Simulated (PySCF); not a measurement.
Assigning NMR signals

Geometry:
```tsv
atom	x (Å)	y (Å)	z (Å)
C1	1.856	-0.860	0.353
C2	0.806	0.200	0.640
C3	-0.295	0.307	-0.412
C4	-1.128	-0.964	-0.504
C5	-1.185	1.508	-0.130
H6	2.325	-0.693	-0.621
H7	1.430	-1.865	0.348
H8	2.647	-0.845	1.107
H9	1.297	1.176	0.728
H10	0.341	0.006	1.615
H11	0.191	0.464	-1.385
H12	-0.525	-1.832	-0.780
H13	-1.918	-0.861	-1.252
H14	-1.606	-1.180	0.457
H15	-1.679	1.401	0.842
H16	-0.608	2.436	-0.109
H17	-1.966	1.613	-0.888
```

How the numbers were obtained: geometry: PBE0-D3(BJ)/def2-TZVP, shielding tensors at PBE0/pcSseg-2 (GIAO), in PySCF 2.14 (equivalent nuclei averaged, no solvent, a single conformation, non-relativistic Hamiltonian).

Scale: ¹³C, ¹H vs TMS (reference shieldings calculated alike).

Problem. Assign these signals to the numbered atoms. ¹³C{¹H} NMR (computed): δ 36.7, 35.0, 24.9, 14.9.

Solution. 
36.7 → C2, sp3 CH2: a saturated carbon with 2 carbon neighbours and no heteroatom attached
35.0 → C3, sp3 CH: saturated and bonded to C and H only
24.9 → C4/C5, methyl carbon: aliphatic region, no heteroatom directly attached
14.9 → C1, methyl carbon

C2 and C3 lie closer than the usual error of such a calculation, so a measured spectrum could show them in the other order.

Problem. Assign these signals to the numbered atoms. ¹H NMR (300 MHz, computed): δ 1.36 (m, 1H), 1.19 (m, 2H), 0.95 (t, 3H), 0.91 (d, 6H).

Solution. 
1.36 → H11, hydrogen on an sp3 CH: far from electronegative atoms and π systems
1.19 → H9/H10, hydrogen on an sp3 CH2: far from electronegative atoms and π systems
0.95 → H6/H7/H8, hydrogen on a methyl carbon: far from electronegative atoms and π systems
0.91 → H12/H13/H14/H15/H16/H17, hydrogen on a methyl carbon

H6/H7/H8 and H12/H13/H14/H15/H16/H17 lie closer than the usual error of such a calculation, so a measured spectrum could show them in the other order.

Shifts are as computed. Against solution values, carbons near 30 ppm lie about +3 ppm off and those near 130 ppm about +9 ppm. Of 1211 compounds with measured shifts, 218 miss one by over three times the rms of a fit or turn the order of signals round; such compounds aren't used in these exercises. Multiplicities follow the n + 1 count of equivalent neighbours, as no J values were calculated; m marks all less simple cases, F and P coupling included.
